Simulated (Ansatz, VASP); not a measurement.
# One calculation of W, two programs

INCAR

```
PREC = Accurate ; ENCUT = 520
EDIFF = 1E-6 ; ISMEAR = 0
SIGMA = 0.15 ; LREAL = F
LASPH = T ; NELM = 100
ALGO = Fast ; ISIF = 2
LWAVE = F ; LCHARG = F
GGA = PS ; NBANDS = 13
```

The input KPOINTS:

```
regular mesh
0
Gamma
  20 20 20
```

File POSCAR:

```
W
1.0
    0.0000000000      2.0300000000      2.0503000000
    2.0300000000      0.0000000000      2.0503000000
    2.0300000000      2.0300000000      0.0000000000
W
1
Direct
    0.0000000000      0.0000000000      0.0000000000
```

Input for Ansatz:

```yaml
crystal:
  lattice:
    - [0.0, 2.03, 2.0503]
    - [2.03, 0.0, 2.0503]
    - [2.03, 2.03, 0.0]
  atoms:
    - { symbol: W, position: [0.0, 0.0, 0.0] }
basis:
  ecutwfc: 420
kpoints:
  mp_grid: { grid: [20, 20, 20] }
hamiltonian:
  xc: pbesol
scf:
  occupations: { method: gaussian, width: 0.15 }
output:
  forces: true
  stress: true
  eigenvalues: true
```

Change from the starting cell: strain +0.0100 x Voigt [0, 0, 1, 0, 0, 0], atoms carried along.

Alike in both runs: task single point; functional PBEsol; k mesh 20 × 20 × 20; occupations gaussian, width 0.15 eV; no spin polarisation.

|  | VASP | Ansatz |
| --- | --- | --- |
| version | VASP 6.6.1 | Ansatz 0.2.0 |
| potentials or method | VASP PAW PBE potentials, release 64 (W_sv) | scalar-relativistic, plane waves, PAW |
| plane-wave cutoff (eV) | 520 | 420 |
| valence electrons in the cell | 14 | 14 |

Ansatz gave:

| Item | Value |
| --- | --- |
| gap on the k mesh at the Fermi level (eV) | none |
| pressure (GPa) | -15.0 |
| largest component of the traceless stress (GPa) | 2.13 |

Task: What did VASP give for the same quantities?

Result: gap on the k mesh at the Fermi level (eV): none; pressure (GPa): -14.6; largest component of the traceless stress (GPa): 2.14.

A gap of «none» marks a metal or a gap that the smearing closes.

Caveats: the PAW data sets were made with another functional, which shifts forces and pressure a little (VASP). Spin-orbit coupling is left out, which matters for the levels of W.
